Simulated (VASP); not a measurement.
# MoS2 (P6_3/mmc) in VASP: notebook, part 2 of 2

VASP 6.6.1. The steps go on from the part before.

### 3 Relaxation of cell and atoms, PBE+D3(BJ), target pressure 9.6 GPa, at which the enthalpy is minimised

This run uses another cell than the first one, of 15.42 Å³/atom, 0.863 times its volume.

Contents of INCAR:

```
PREC     = Accurate       # precision mode
ENCUT    = 600            # plane-wave cutoff, eV
EDIFF    = 1E-7           # SCF threshold, eV
ISMEAR   = 0              # smearing method
SIGMA    = 0.03           # smearing width, eV
LREAL    = False          # projectors in reciprocal space
LASPH    = True           # aspherical terms in the spheres
NELM     = 80             # most SCF steps
ALGO     = Normal         # electronic algorithm
ISIF     = 3              # what is computed and relaxed
LWAVE    = False          # write WAVECAR
LCHARG   = False          # write CHGCAR
GGA      = PE             # functional
IVDW     = 12             # dispersion correction
IBRION   = 2              # ionic algorithm
NSW      = 90             # ionic steps
EDIFFG   = -0.005         # ionic threshold
PSTRESS  = 96.0         
KPAR     = 2
```

Contents of KPOINTS:

```
Automatic mesh
0
Gamma
  12 12 3
```

Contents of POSCAR:

```
MoS2                                    
1.0
    3.0746417839      0.0000000000      0.0000000000
   -1.5373208920      2.6627178924     -0.0000000000
    0.0000000000      0.0000000000     11.2978506621
  Mo              S             
     2     4
Direct
     0.3333333332999970    0.6666666667000030    0.2500000000000000
     0.6666666667000030    0.3333333332999970    0.7500000000000000
     0.3333333332999970    0.6666666667000030    0.6109530917548700
     0.6666666667000030    0.3333333332999970    0.1109530917548702
     0.3333333332999970    0.6666666667000030    0.8890469082451300
     0.6666666667000030    0.3333333332999970    0.3890469082451298
```

Potentials or basis: VASP PAW PBE potentials, release 64 (Mo_sv, S).

Command:

```sh
$ cat potpaw_PBE.64/Mo_sv/POTCAR potpaw_PBE.64/S/POTCAR > POTCAR
$ mpirun -np 2 vasp_std > vasp.out
```

OUTCAR:

```text
PREC = Accurate
   ENCUT = 600
   EDIFF = 1E-7
   ISMEAR = 0
   LREAL = False
   LASPH = True
   NELM = 80
   ISIF = 3
   GGA = PE
   IVDW = 12
   IBRION = 2
   NSW = 90
   EDIFFG = -0.005
   PSTRESS = 96.0
 IVDW          = 12

 ion  position               nearest neighbor table
   1  0.333  0.667  0.250-   4 2.37   6 2.37   4 2.37   6 2.37   4 2.37   6 2.37
   2  0.667  0.333  0.750-   3 2.37   5 2.37   3 2.37   5 2.37   3 2.37   5 2.37
   3  0.333  0.667  0.611-   2 2.37   2 2.37   2 2.37
   4  0.667  0.333  0.111-   1 2.37   1 2.37   1 2.37
   5  0.333  0.667  0.889-   2 2.37   2 2.37   2 2.37
   6  0.667  0.333  0.389-   1 2.37   1 2.37   1 2.37

  LATTYP: Found a hexagonal cell.
 ALAT       =     3.0746417839
 C/A-ratio  =     3.6745258330

  Lattice vectors:

 A1 = (   3.0746417839,   0.0000000000,   0.0000000000)
 A2 = (  -1.5373208920,   2.6627178924,   0.0000000000)
 A3 = (   0.0000000000,   0.0000000000,  11.2978506621)

Analysis of symmetry for initial positions (statically):
=====================================================================
 Subroutine PRICEL returns:
[... 247 lines left out ...]

 k-point     1 :       0.0000    0.0000    0.0000
  band No.  band energies     occupation
      1     -51.8973      2.00000
      2     -51.8973      2.00000
      3     -26.1195      2.00000
      4     -26.1189      2.00000
      5     -25.7856      2.00000
      6     -25.7856      2.00000
[... 805 lines left out ...]
     30      11.6001      0.00000
     31      12.5553      0.00000

 [... further k-points ...]

------------------------ aborting loop because EDIFF is reached ----------------------------------------

 Edisp (eV)   -2.96418

 E8    (eV) :    -1.1956

  FORCE on cell =-STRESS in cart. coord.  units (eV):
  Direction    XX          YY          ZZ          XY          YZ          ZX
  --------------------------------------------------------------------------------------
  -------------------------------------------------------------------------------------
  Total       5.52904     5.52904     5.51644    -0.00000     0.00000     0.00000
  in kB      95.77061    95.77061    95.55239    -0.00000     0.00000     0.00000
  external pressure =       -0.30 kB  Pullay stress =       96.00 kB

 VOLUME and BASIS-vectors are now :
 -----------------------------------------------------------------------------
  energy-cutoff  :      600.00
  volume of cell :       92.50
      direct lattice vectors                 reciprocal lattice vectors
     3.075039296 -0.000000000 -0.000000000     0.325199096  0.187753786  0.000000000
    -1.537519648  2.663062148  0.000000000     0.000000000  0.375507572  0.000000000
     0.000000000 -0.000000000 11.295262543     0.000000000 -0.000000000  0.088532692

 POSITION                                       TOTAL-FORCE (eV/Angst)
 -----------------------------------------------------------------------------------
     -0.00000      1.77537      2.82382        -0.000000      0.000000      0.000000
      1.53752      0.88769      8.47145        -0.000000     -0.000000      0.000000
     -0.00000      1.77537      6.90058         0.000000      0.000000     -0.002679
      1.53752      0.88769      1.25295         0.000000      0.000000     -0.002679
     -0.00000      1.77537     10.04231        -0.000000     -0.000000      0.002679
      1.53752      0.88769      4.39468         0.000000     -0.000000      0.002679
 -----------------------------------------------------------------------------------
    total drift:                                0.000000     -0.000000      0.000000

  FREE ENERGIE OF THE ION-ELECTRON SYSTEM (eV)
  ---------------------------------------------------
  free  energy   TOTEN  =       -45.8867936584 eV

  energy  without entropy=      -45.8867936584  energy(sigma->0) =      -45.88679366

  enthalpy is  TOTEN    =       -40.3445074138 eV   P V=        5.5422862446

 reached required accuracy - stopping structural energy minimisation
```

Wall time 73 s (2 MPI ranks of Intel Xeon 6975P-C (Granite Rapids), shared host); peak memory 0.31 GiB.

Results:

* Free energy: -45.8868 eV
* Energy change on relaxing (the enthalpy is what falls): -0.0 meV/atom
* Ionic steps: 2
* Pressure after relaxing: 9.6 GPa
* Band gap on the k mesh: 0.33 eV, indirect (least direct gap 1.71 eV)
* Dispersion energy per atom: -0.494 eV

Forces in eV/Å, atoms in the order of the input:
```
Mo   0.000  0.000  0.000
Mo   0.000  0.000  0.000
S    0.000  0.000 -0.003
S    0.000  0.000 -0.003
S    0.000  0.000  0.003
S    0.000  0.000  0.003
```

Step by step:
```csv
step,energy change (eV),largest force (eV/Å),pressure (GPa),volume (Å³)
1,0.0000,0.0061,9.60,92.49
2,-0.0002,0.0027,9.57,92.50
```

Final structure:
```
CELL_PARAMETERS angstrom
3.07504 0.00000 0.00000
-1.53752 2.66306 0.00000
0.00000 0.00000 11.29526
ATOMIC_POSITIONS crystal
Mo 0.33333 0.66667 0.25000
Mo 0.66667 0.33333 0.75000
S 0.33333 0.66667 0.61093
S 0.66667 0.33333 0.11093
S 0.33333 0.66667 0.88907
S 0.66667 0.33333 0.38907
```

Levels at points of the mesh, in eV from the valence-band top:
| k point | band 23 | band 24 | band 25 | band 26 | band 27 | band 28 | band 29 | band 30 |
| --- | --- | --- | --- | --- | --- | --- | --- | --- |
| (0.00, 0.00, 0.00) | -2.31 | -1.85 | -0.73 | 0.00 | 1.91 | 1.91 | 1.93 | 1.93 |
| (0.50, 0.00, 0.00) | -2.17 | -1.94 | -1.65 | -1.55 | 1.59 | 1.69 | 1.82 | 2.41 |

Caveat: the cell is relaxed towards a set pressure, so the enthalpy falls and the energy may rise; an odd mesh through Γ misses points on the zone boundary, where band edges often lie.

### 4 Relaxation of cell and atoms, r2SCAN, target pressure 5.6 GPa, at which the enthalpy is minimised

Contents of INCAR:

```
  PREC = Accurate
  ENCUT = 600
  EDIFF = 1E-6
  ISMEAR = 0
  SIGMA = 0.03
  LREAL = False
  LASPH = True
  NELM = 80
  ALGO = Normal
  ISIF = 3
  LWAVE = False
  LCHARG = False
  METAGGA = R2SCAN
  LMIXTAU = True
  IBRION = 2
  NSW = 90
  EDIFFG = -0.01
  PSTRESS = 56.0
  KPAR = 2
```

Contents of KPOINTS:

```
regular mesh
0
Gamma
  12 12 3
```

Contents of POSCAR:

```
MoS2
1.0
    3.1690000000      0.0000000000      0.0000000000
   -1.5845000000      2.7444345046      0.0000000000
    0.0000000000      0.0000000000     12.3240000000
Mo S
2 4
Direct
    0.3333333333      0.6666666667      0.2500000000
    0.6666666667      0.3333333333      0.7500000000
    0.3333333333      0.6666666667      0.6230000000
    0.6666666667      0.3333333333      0.1230000000
    0.3333333333      0.6666666667      0.8770000000
    0.6666666667      0.3333333333      0.3770000000
```

Potentials or basis: VASP PAW PBE potentials, release 64 (Mo_sv, S).

Command:

```sh
$ cat potpaw_PBE.64/Mo_sv/POTCAR potpaw_PBE.64/S/POTCAR > POTCAR
$ mpirun -np 2 vasp_std > vasp.out
```

OUTCAR:

```text
PREC = Accurate
   ENCUT = 600
   EDIFF = 1E-6
   ISMEAR = 0
   LREAL = False
   LASPH = True
   NELM = 80
   ISIF = 3
   METAGGA = R2SCAN
   IBRION = 2
   NSW = 90
   EDIFFG = -0.01
   PSTRESS = 56.0

 ion  position               nearest neighbor table
   1  0.333  0.667  0.250-   4 2.41   6 2.41   4 2.41   6 2.41   4 2.41   6 2.41
   2  0.667  0.333  0.750-   3 2.41   5 2.41   3 2.41   5 2.41   3 2.41   5 2.41
   3  0.333  0.667  0.623-   2 2.41   2 2.41   2 2.41
   4  0.667  0.333  0.123-   1 2.41   1 2.41   1 2.41
   5  0.333  0.667  0.877-   2 2.41   2 2.41   2 2.41
   6  0.667  0.333  0.377-   1 2.41   1 2.41   1 2.41

  LATTYP: Found a hexagonal cell.
 ALAT       =     3.1690000000
 C/A-ratio  =     3.8889239508

  Lattice vectors:

 A1 = (   3.1690000000,   0.0000000000,   0.0000000000)
 A2 = (  -1.5845000000,   2.7444345046,   0.0000000000)
 A3 = (   0.0000000000,   0.0000000000,  12.3240000000)
[... 405 lines left out ...]
  ext. energy  EPLUGINS =         0.00000000
  ---------------------------------------------------
  free energy    TOTEN  =       -89.91289251 eV

  energy without entropy =      -89.91289251  energy(sigma->0) =      -89.91289251

 E-fermi :   8.5129     XC(G=0): -11.8691

 val. band max:        8.2868522450   @ k =   0.0000   0.0000   0.0000
 cond. band min:       9.0856192830   @ k =   0.1667   0.1667   0.0000
 fundamental gap:      0.7987670380
 Fermi energy:         8.5129421011

 k-point     1 :       0.0000    0.0000    0.0000
  band No.  band energies     occupation
      1     -55.3240      2.00000
      2     -55.3240      2.00000
      3     -28.7716      2.00000
      4     -28.7714      2.00000
      5     -28.5102      2.00000
      6     -28.5102      2.00000
[... 805 lines left out ...]
     30      10.2334      0.00000
     31      11.2103      0.00000

 [... further k-points ...]

------------------------ aborting loop because EDIFF is reached ----------------------------------------

  FORCE on cell =-STRESS in cart. coord.  units (eV):
  Direction    XX          YY          ZZ          XY          YZ          ZX
  --------------------------------------------------------------------------------------
  -------------------------------------------------------------------------------------
  Total        3.5929207      3.5929207      3.5204578      0.0000000      0.0000000      0.0000000
  in kB       56.8057111     56.8057111     55.6600400      0.0000000      0.0000000      0.0000000
  external PRESSURE =       0.4238207 kB  Pullay stress =      56.0000000 kB
[... 25 lines left out ...]
  energy  without entropy=      -89.9128925081  energy(sigma->0) =      -89.91289251

  enthalpy is  TOTEN    =       -86.3709324360 eV   P V=        3.5419600720

 reached required accuracy - stopping structural energy minimisation
```

OSZICAR:

```text
N       E                     dE             d eps       ncg     rms          rms(c)
DAV:   1     0.450108682716E+03    0.45011E+03   -0.32643E+04  2604   0.183E+03
DAV:   2    -0.783289356925E+02   -0.52844E+03   -0.51698E+03  2857   0.437E+02
DAV:   3    -0.108628298166E+03   -0.30299E+02   -0.29819E+02  3006   0.889E+01
[... 148 lines left out ...]
DAV:   3    -0.899128964202E+02    0.44816E-04   -0.24902E-04  2984   0.801E-02    0.447E-02
DAV:   4    -0.899128814326E+02    0.14988E-04   -0.67870E-05  2566   0.482E-02    0.325E-02
DAV:   5    -0.899128896888E+02   -0.82562E-05   -0.10857E-05  2685   0.280E-02    0.166E-02
DAV:   6    -0.899128886043E+02    0.10845E-05   -0.21585E-05  2784   0.265E-02    0.618E-03
DAV:   7    -0.899128931957E+02   -0.45914E-05   -0.65428E-06  2345   0.183E-02    0.158E-03
DAV:   8    -0.899128925081E+02    0.68768E-06   -0.76450E-07  1290   0.723E-03
  11 F= -.86370932E+02 E0= -.86370932E+02  d E =-.138604E-03
```

CONTCAR:

```text
MoS2
   1.00000000000000
     3.1402501955942008    0.0000000000000000   -0.0000000000000000
    -1.5701250977971004    2.7195364436336225   -0.0000000000000000
    -0.0000000000000000    0.0000000000000000   11.8660748138816423
  Mo              S
     2     4
Direct
     0.3333333332999970    0.6666666667000030    0.2500000000000000
     0.6666666667000030    0.3333333332999970    0.7500000000000000
     0.3333333332999970    0.6666666667000030    0.6189006531659966
     0.6666666667000030    0.3333333332999970    0.1189006531659967
     0.3333333332999970    0.6666666667000030    0.8810993468340034
     0.6666666667000030    0.3333333332999970    0.3810993468340032

  0.00000000E+00  0.00000000E+00  0.00000000E+00
  0.00000000E+00  0.00000000E+00  0.00000000E+00
  0.00000000E+00  0.00000000E+00  0.00000000E+00
  0.00000000E+00  0.00000000E+00  0.00000000E+00
  0.00000000E+00  0.00000000E+00  0.00000000E+00
  0.00000000E+00  0.00000000E+00  0.00000000E+00
```

Run time: 33 min. Hardware: 2 MPI ranks of AMD EPYC 9R45 (Zen 5), shared host; peak memory 0.37 GiB.

What came out:

| Property | Result |
| --- | --- |
| Free energy | -89.9129 eV |
| Relaxed volume | 16.89 Å³/atom |
| Relaxed cell | a = 3.140 Å, b = 3.140 Å, c = 11.866 Å, α = 90.00°, β = 90.00°, γ = 120.00° |
| Space group after relaxing (to 0.05 Å) | P6_3/mmc (No. 194) |
| Energy change on relaxing (the enthalpy is what falls) | +21.2 meV/atom |
| Ionic steps | 11 |
| Pressure after relaxing | 5.6 GPa |
| Largest force after relaxing | 0.004 eV/Å |
| Band gap on the k mesh | 0.80 eV, indirect (least direct gap 1.82 eV) |

Forces on the atoms (eV/Å):
```
Mo   0.000  0.000  0.000
Mo   0.000  0.000  0.000
S    0.000  0.000  0.004
S    0.000  0.000  0.004
S    0.000  0.000 -0.004
S    0.000  0.000 -0.004
```

Stress tensor (GPa, compression positive):
```
5.68 0.00 0.00
0.00 5.68 0.00
0.00 0.00 5.57
```

Step by step:
```csv
step,energy change (eV),largest force (eV/Å),pressure (GPa),volume (Å³)
1,0.0000,0.2397,0.81,107.18
2,0.4458,1.5374,16.80,99.12
3,0.0481,0.2695,5.25,104.58
4,0.0499,0.2803,5.35,104.53
5,0.0661,0.1774,5.51,103.74
6,0.1047,0.0045,5.81,102.44
7,0.1091,0.0027,5.76,102.10
8,0.1260,0.0186,5.68,101.39
9,0.1323,0.0243,5.67,101.20
10,0.1314,0.0231,5.67,101.22
11,0.1274,0.0043,5.64,101.34
```

Final structure:
```yaml
crystal:
  lattice:
    - [3.14025, 0.00000, 0.00000]
    - [-1.57013, 2.71954, 0.00000]
    - [0.00000, 0.00000, 11.86607]
  atoms:
    - { symbol: Mo, position: [0.33333, 0.66667, 0.25000] }
    - { symbol: Mo, position: [0.66667, 0.33333, 0.75000] }
    - { symbol: S, position: [0.33333, 0.66667, 0.61890] }
    - { symbol: S, position: [0.66667, 0.33333, 0.11890] }
    - { symbol: S, position: [0.33333, 0.66667, 0.88110] }
    - { symbol: S, position: [0.66667, 0.33333, 0.38110] }
```

Caveat: the cell is relaxed towards a set pressure, so the enthalpy falls and the energy may rise; the PAW data sets were made with another functional, which shifts forces and pressure a little; an odd mesh through Γ misses points on the zone boundary, where band edges often lie.

### 5 Relaxation of cell and atoms, r2SCAN, target pressure 5.6 GPa, at which the enthalpy is minimised

This run uses another cell than the first one, of 16.89 Å³/atom, 0.945 times its volume.

INCAR, as its differences from that of step 4:

```diff
@@ -2,3 +2,3 @@
   ENCUT = 600
-  EDIFF = 1E-6
+  EDIFF = 1E-7
   ISMEAR = 0
@@ -16,3 +16,3 @@
   NSW = 90
-  EDIFFG = -0.01
+  EDIFFG = -0.005
   PSTRESS = 56.0
```

KPOINTS is that of step 4.

Contents of POSCAR:

```
MoS2                                    
1.0
    3.1402501956      0.0000000000     -0.0000000000
   -1.5701250978      2.7195364436     -0.0000000000
   -0.0000000000      0.0000000000     11.8660748139
  Mo              S             
     2     4
Direct
     0.3333333332999970    0.6666666667000030    0.2500000000000000
     0.6666666667000030    0.3333333332999970    0.7500000000000000
     0.3333333332999970    0.6666666667000030    0.6189006531659966
     0.6666666667000030    0.3333333332999970    0.1189006531659967
     0.3333333332999970    0.6666666667000030    0.8810993468340034
     0.6666666667000030    0.3333333332999970    0.3810993468340032
```

Command:

```sh
$ cat potpaw_PBE.64/Mo_sv/POTCAR potpaw_PBE.64/S/POTCAR > POTCAR
$ mpirun -np 2 vasp_std > vasp.out
```

Run time: 14 min. Hardware: 2 MPI ranks of AMD EPYC 9R45 (Zen 5), shared host; peak memory 0.34 GiB.

It converged, with:

```yaml
Free_energy: -89.9131 eV
Relaxed_volume: 16.90 Å³/atom
Relaxed_cell: a = 3.141 Å, b = 3.141 Å, c = 11.864 Å, α = 90.00°, β = 90.00°, γ = 120.00°
Space_group_after_relaxing_to_0.05_Å: P6_3/mmc (No. 194)
Energy_change_on_relaxing_the_enthalpy_is_what_falls: -0.3 meV/atom
Ionic_steps: 6
Pressure_after_relaxing: 5.6 GPa
Band_gap_on_the_k_mesh: 0.80 eV, indirect (least direct gap 1.82 eV)
```

The path:
| step | energy change (eV) | largest force (eV/Å) | pressure (GPa) | volume (Å³) |
| --- | --- | --- | --- | --- |
| 1 | 0.0000 | 0.0047 | 5.65 | 101.34 |
| 2 | -0.0030 | 0.0071 | 5.52 | 101.42 |
| 3 | -0.0015 | 0.0056 | 5.59 | 101.38 |
| 4 | -0.0017 | 0.0059 | 5.57 | 101.39 |
| 5 | -0.0013 | 0.0084 | 5.63 | 101.37 |
| 6 | -0.0016 | 0.0003 | 5.60 | 101.38 |

Final structure:
```
Mo S
1.0
     3.14119    0.00000    0.00000
    -1.57060    2.72035    0.00000
     0.00000    0.00000   11.86416
Mo S
2 4
Direct
  0.33333 0.66667 0.25000
  0.66667 0.33333 0.75000
  0.33333 0.66667 0.61892
  0.66667 0.33333 0.11892
  0.33333 0.66667 0.88108
  0.66667 0.33333 0.38108
```

Levels at points of the mesh, in eV from the valence-band top:
```tsv
k point	band 24	band 25	band 26	band 27	band 28	band 29
(0.00, 0.00, 0.00)	-1.42	-1.15	0.00	2.14	2.14	2.18
(0.50, 0.00, 0.00)	-1.78	-1.69	-1.49	1.63	1.70	2.02
```

Caveat: the cell is relaxed towards a set pressure, so the enthalpy falls and the energy may rise; the PAW data sets were made with another functional, which shifts forces and pressure a little; an odd mesh through Γ misses points on the zone boundary, where band edges often lie.
